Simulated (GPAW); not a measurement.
Crystal: ZnS (Wurtzite-2H).

```xyz
4
Lattice="3.8110 0.0000 0.0000 -1.9055 3.3004 0.0000 0.0000 0.0000 6.2340" Properties=species:S:1:pos:R:3 pbc="T T T"
Zn    1.9055    1.1001    3.1170
Zn    0.0000    2.2003    0.0000
S     1.9055    1.1001    5.5171
S     0.0000    2.2003    2.4001
```

| Item | Value |
| --- | --- |
| Program | GPAW 26.7.0 |
| Task | relaxation of cell and atoms |
| Functional | BLYP |
| Potentials or basis | PAW data sets generated in the run's folder for this functional |
| Cutoff | 600 eV |
| Basis | pw |
| k mesh | 6 × 6 × 3 |
| Occupations | fermi-dirac, width 0.05 eV |
| Spin | no spin polarisation |

At the start: pressure 5.6 GPa; volume 19.60 Å³/atom.

Where does the relaxation end?

Over 8 steps the energy falls by 30.2 meV/atom and the volume is 21.15 Å³/atom (+7.9 %); space group P6_3mc (No. 186, to 0.05 Å).

The path:
```tsv
step	energy change (eV)	largest force (eV/Å)	pressure (GPa)	volume (Å³)
1	0.0000	0.3288	5.56	78.41
2	-0.0250	0.2758	4.91	78.98
3	-0.1138	0.0755	0.99	83.22
4	-0.1161	0.0920	0.57	83.76
5	-0.1183	0.0787	0.16	84.31
6	-0.1201	0.0389	-0.10	84.65
7	-0.1207	0.0021	-0.11	84.67
8	-0.1207	0.0104	-0.05	84.58
```

Final structure:
```
CELL_PARAMETERS angstrom
3.90888 0.00000 0.00000
-1.95444 3.38519 0.00000
0.00000 0.00000 6.39211
ATOMIC_POSITIONS crystal
Zn 0.66667 0.33333 0.50484
Zn 0.33333 0.66667 0.00484
S 0.66667 0.33333 0.88016
S 0.33333 0.66667 0.38016
```

Caveat: later steps reuse the first step's grids.
